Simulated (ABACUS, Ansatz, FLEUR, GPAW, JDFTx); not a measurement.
**One calculation of CuO, 5 ways**

```
CELL_PARAMETERS angstrom
2.34465 -1.71340 0.00000
2.34465 1.71340 0.00000
-0.86055 0.00000 5.05944
ATOMIC_POSITIONS crystal
Cu 0.50570 0.99000 0.49524
Cu 0.01154 0.50101 0.99728
O 0.40012 0.57752 0.76099
O 0.57635 0.41408 0.25814
```

Atoms were shifted at random by some hundredths of an Å from the given cell, which wasn't relaxed again for these runs.

Alike in all runs: task single point; functional PBEsol; k mesh 10 × 10 × 5; occupations fermi-dirac, width 0.05 eV; no spin polarisation; no spin-orbit coupling. Pressure is positive in compression and, in plane waves, holds the error of the finite cutoff.

```
                                        program and potentials  plane-wave cutoff (eV)                                                                                  notes  pressure (GPa)  largest force (eV/Å)  energy over the undisturbed cell (meV/atom)
                                    FLEUR, all-electron, FLAPW                       -                                                                                      -               -                 1.554                                        18.84
             GPAW, PAW data sets generated for this functional                     800  8.5 valence electrons an atom on average; this data set often lies off other programs            0.76                 1.656                                            -
                Ansatz, all-electron LAPW, scalar-relativistic                       -                                                                                      -           -1.90                 1.555                                            -
   ABACUS, PseudoDojo NC SR 0.4.1 PBEsol standard, plane waves                    1252                                              12.5 valence electrons an atom on average           -2.13                 1.564                                        18.90
JDFTx, PseudoDojo-SR-PBEsol-0.4.1-standard with smoothed tails                    1252                                              12.5 valence electrons an atom on average           -2.10                 1.565                                            -
```

Force on atom 3 (O), eV/Å:

```
                                        program and potentials      x       y       z
                                    FLEUR, all-electron, FLAPW  0.863  -0.827  -0.994
             GPAW, PAW data sets generated for this functional  0.959  -0.779  -1.103
                Ansatz, all-electron LAPW, scalar-relativistic  0.864  -0.826  -0.994
   ABACUS, PseudoDojo NC SR 0.4.1 PBEsol standard, plane waves  0.865  -0.844  -0.994
JDFTx, PseudoDojo-SR-PBEsol-0.4.1-standard with smoothed tails  0.865  -0.844  -0.995
```

The pressure spans -2.13 (ABACUS, PseudoDojo NC SR 0.4.1 PBEsol standard, plane waves) to 0.76 GPa (GPAW, PAW data sets generated for this functional), with all-electron results at -1.90. The pressure on the cell as given of GPAW, PAW data sets generated for this functional lies far from the others; the cause wasn't traced.

The functional is the same throughout but for its coding, so the spread measures potentials, basis and numerics; runs on potential files found faulty are left out.
